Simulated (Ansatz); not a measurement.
# ZnO2: the cost of one run

Computed with Ansatz 0.2.0 (DFT PBE, scalar-relativistic, plane waves, PAW, unless a step's input says otherwise).

### Step 1. The starting structure

The structure is orthorhombic, space group Immm (No. 71). The conventional cell has a = 3.333 Å, b = 4.059 Å, c = 4.535 Å, α = 90.00°, β = 90.00°, γ = 90.00°. Zn (site symmetry mmm) is surrounded by 8 O at 2.23 to 2.33 Å. O (site symmetry m2m) is surrounded by 1 O at 1.08 Å.

As a file:

```cif
data_structure
_symmetry_space_group_name_H-M 'P 1'
_symmetry_Int_Tables_number 1
_cell_length_a 3.4697
_cell_length_b 3.4697
_cell_length_c 3.4697
_cell_angle_alpha 122.596
_cell_angle_beta 108.397
_cell_angle_gamma 98.377
_cell_volume 30.68
loop_
_atom_site_label
_atom_site_type_symbol
_atom_site_fract_x
_atom_site_fract_y
_atom_site_fract_z
_atom_site_occupancy
Zn1 Zn 0.00000 0.00000 0.00000 1
O1 O 0.63322 0.50000 0.13322 1
O2 O 0.36678 0.50000 0.86678 1
```

A structure generator made this guess: species swapped into a database cell of LaC2 (Immm, No. 71), with Zn on the La sites and O on the C sites. Lengths come from tabulated atomic sizes and are only a guess.

### Step 2. Probe: one point on a coarse mesh

File input.yaml:

```yaml
crystal:
  lattice:
    - [-1.66634509, 2.02972081, 2.26771682]
    - [1.66634509, -2.02972081, 2.26771682]
    - [1.66634509, 2.02972081, -2.26771682]
  atoms:
    - { symbol: Zn, position: [0.0, 0.0, 0.0] }
    - { symbol: O, position: [0.63321601, 0.5, 0.13321601] }
    - { symbol: O, position: [0.36678399, 0.5, 0.86678399] }
basis:
  ecutwfc: 420
kpoints:
  mp_grid: { grid: [6, 6, 6] }
hamiltonian:
  xc: pbe
scf:
  occupations: { method: gaussian, width: 0.1 }
  lower_state_search: "off"
output:
  forces: true
  stress: true
  eigenvalues: true
```

Launch:

```bash
$ ansatz run input.yaml --threads 1 --pin off --max-ram 2048MiB --backend cpu --events-out ev --progress --plain --runs-dir out
```

Q: Estimate wall time and peak memory on 1 thread of Arm Neoverse V1, shared host.

About 1.7 s, with a peak of 0.29 GiB.
